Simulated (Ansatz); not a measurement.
# Sr: the cost of one run

Computed with Ansatz 0.2.0 (DFT PBE, scalar-relativistic, unless a step's input says otherwise).

### 1 The starting structure

It takes space group Fm-3m (No. 225, cubic). The conventional cell has a = 6.085 Å, b = 6.085 Å, c = 6.085 Å, α = 90.00°, β = 90.00°, γ = 90.00°. Sr (site symmetry m-3m) has 12 Sr at 4.30 Å as nearest neighbours.

Structure file:

```cif
data_structure
_symmetry_space_group_name_H-M 'Fm-3m'
_symmetry_Int_Tables_number 225
_cell_length_a 6.0847
_cell_length_b 6.0847
_cell_length_c 6.0847
_cell_angle_alpha 90.000
_cell_angle_beta 90.000
_cell_angle_gamma 90.000
_cell_volume 225.28
loop_
_atom_site_label
_atom_site_type_symbol
_atom_site_symmetry_multiplicity
_atom_site_Wyckoff_symbol
_atom_site_fract_x
_atom_site_fract_y
_atom_site_fract_z
_atom_site_occupancy
Sr1 Sr 4 a 0.00000 0.00000 0.00000 1
```

The file gives the conventional cell by its symmetry; the runs use the cell typed in the input.

### 2 After the deformation

Space group Fm-3m before, I4/mmm after.

### 3 All-electron LAPW

input.yaml

```yaml
crystal:
  lattice:
    - [0.0, 3.103197, 3.04235]
    - [3.103197, 0.0, 3.04235]
    - [3.103197, 3.103197, 0.0]
  atoms:
    - { symbol: Sr, position: [0.0, 0.0, 0.0] }
kpoints:
  mp_grid: { grid: [10, 10, 10] }
scf:
  occupations: { method: fermi_dirac, width: 0.08 }
hamiltonian:
  xc: pbe
  pseudopotentials: { kind: all_electron, lapw: { basis_error: 0.0005 } }
output:
  forces: true
  stress: true
  eigenvalues: true
```

Started as:

```console
$ ansatz run input.yaml --threads 1 --pin off --max-ram 2048MiB --backend cpu --events-out ev --progress --plain --runs-dir out
```

**Question.** How long does this run take on 1 thread of Arm Neoverse V1, shared host?

About 5.7 s.
